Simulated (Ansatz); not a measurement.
Data:

Relaxed GeTe (alpha-GeTe type, space group R3m):

```xyz
2
Lattice="2.1133 1.2201 3.6399 -2.1133 1.2201 3.6399 0.0000 -2.4402 3.6399" Properties=species:S:1:pos:R:3 pbc="T T T"
Ge     0.0000     0.0000     2.5578
Te     0.0000     0.0000     8.3620
```

In each cell atom 1 (Ge, nearest neighbour Te at 2.852 Å; its periodic images, 4.2 Å or more away, move with it) moves by s·(0.707, 0.707, 0.000) (along Cartesian [110]), the rest being held.

The numbers are results of PBE (plane waves to 420 eV, PAW, scalar-relativistic; Ansatz, a first-principles code), not measurements. k mesh 8×8×8 (Γ-centred), Fermi-Dirac smearing 0.05 eV. The energy includes the smearing's −TS. GeTe was relaxed with its symmetry unable to fall. Spin-orbit coupling is left out, though Te is heavy. The zero of ΔE is the undisplaced structure.

The scan covers s from -0.290 to 0.290 Å in 11 points.

Q: Is the energy the same for displacements of ±0.290 Å, and if not, which side lies higher?

A: Not even: the positive side lies higher at ±0.290 Å. With its periodic images moving along, the atom's site symmetry in this cell is 3m.

Q: What force acts on the atom along the line at s = -0.290 Å?

A: 0.485 eV/Å.

Q: What is the energy change at s = 0.290 Å?

A: 83.4 meV/cell.

Q: What is the force constant k = d²E/ds² of this move at s = 0?

A: 1.37 eV/Å².

(For displaced atoms, the force is minus the slope of the energy, and its curvature is a force constant, which sets phonon frequencies.)
